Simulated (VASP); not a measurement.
Input of a VASP 6.6.1 run:

POSCAR

```
Ga2O3
1.0
    2.8769363900      0.0000000000      4.4776666700
   -1.4384682000      2.4915000000      4.4776666700
   -1.4384682000     -2.4915000000      4.4776666700
Ga O
4 6
Direct
    0.3554000000      0.3554000000      0.3554000000
    0.1446000000      0.1446000000      0.1446000000
    0.6446000000      0.6446000000      0.6446000000
    0.8554000000      0.8554000000      0.8554000000
    0.5549000000     -0.0549000000      0.2500000000
   -0.0549000000      0.2500000000      0.5549000000
    0.2500000000      0.5549000000     -0.0549000000
    0.4451000000      1.0549000000      0.7500000000
    1.0549000000      0.7500000000      0.4451000000
    0.7500000000      0.4451000000      1.0549000000
```

File INCAR.step1:

```
  PREC = Accurate
  ENCUT = 520
  EDIFF = 1E-5
  ISMEAR = -1
  SIGMA = 0.05
  LREAL = False
  LASPH = True
  NELM = 100
  ALGO = Normal
  ISIF = 2
  LWAVE = True
  LCHARG = False
  GGA = PE
```

INCAR.step2

```
  PREC = Accurate
  ENCUT = 520
  EDIFF = 1E-7
  ISMEAR = -1
  SIGMA = 0.05
  LREAL = False
  LASPH = True
  NELM = 100
  ALGO = Normal
  ISIF = 2
  LWAVE = False
  LCHARG = False
  METAGGA = MBJ
  ISTART = 1
```

File KPOINTS:

```
regular mesh
0
Gamma
  4 4 4
```

Potentials or basis: VASP PAW PBE potentials, release 64 (Ga_d, O).

Run with:

```sh
$ cat potpaw_PBE.64/Ga_d/POTCAR potpaw_PBE.64/O/POTCAR > POTCAR
$ cp INCAR.step1 INCAR
$ mpirun -np 1 vasp_std > vasp.out
$ cp INCAR.step2 INCAR
$ mpirun -np 1 vasp_std > vasp.out
```

**Question.** Predict the band gap on the k mesh.

**Answer.** 5.01 eV, indirect (least direct gap 5.21 eV).

 A k mesh can miss the band edges.
